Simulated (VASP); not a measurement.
Crystal: TePb.

```
Pb Te
1.0
     0.00000    3.23100    3.23100
     3.23100    0.00000    3.23100
     3.23100    3.23100    0.00000
Pb Te
1 1
Direct
  0.00000 0.00000 0.00000
  0.50000 0.50000 0.50000
```

```yaml
Program: VASP 6.6.1
Task: relaxation of cell and atoms
Functional: RPBE
Dispersion: D3
Potentials_or_basis: VASP PAW PBE potentials, release 64 (Pb_d, Te)
Cutoff: 600 eV
k_mesh: 7 × 7 × 7
Occupations: fermi-dirac, width 0.05 eV
Spin: no spin polarisation
```

At the start: pressure 2.0 GPa; volume 33.73 Å³/atom.

Q: Where does the relaxation end?

A: Over 8 steps the energy falls by 11.3 meV/atom and the volume is 35.94 Å³/atom (+6.6 %); space group Fm-3m (No. 225, to 0.05 Å).

The path:
| step | energy change (eV) | largest force (eV/Å) | pressure (GPa) | volume (Å³) |
| --- | --- | --- | --- | --- |
| 1 | 0.0000 | 0.0000 | 2.03 | 67.46 |
| 2 | -0.0226 | 0.0000 | 0.03 | 71.71 |
| 3 | -0.0226 | 0.0000 | 0.07 | 71.85 |
| 4 | -0.0226 | 0.0000 | 0.05 | 71.86 |
| 5 | -0.0226 | 0.0000 | 0.02 | 71.87 |
| 6 | -0.0226 | 0.0000 | 0.03 | 71.87 |
| 7 | -0.0226 | 0.0000 | 0.03 | 71.88 |
| 8 | -0.0226 | 0.0000 | 0.02 | 71.88 |

Final structure:
```yaml
crystal:
  lattice:
    - [0.00000, 3.30015, 3.30015]
    - [3.30015, 0.00000, 3.30015]
    - [3.30015, 3.30015, 0.00000]
  atoms:
    - { symbol: Pb, position: [0.00000, 0.00000, 0.00000] }
    - { symbol: Te, position: [0.50000, 0.50000, 0.50000] }
```

Caveat: the PAW data sets were made with another functional, which shifts forces and pressure a little.
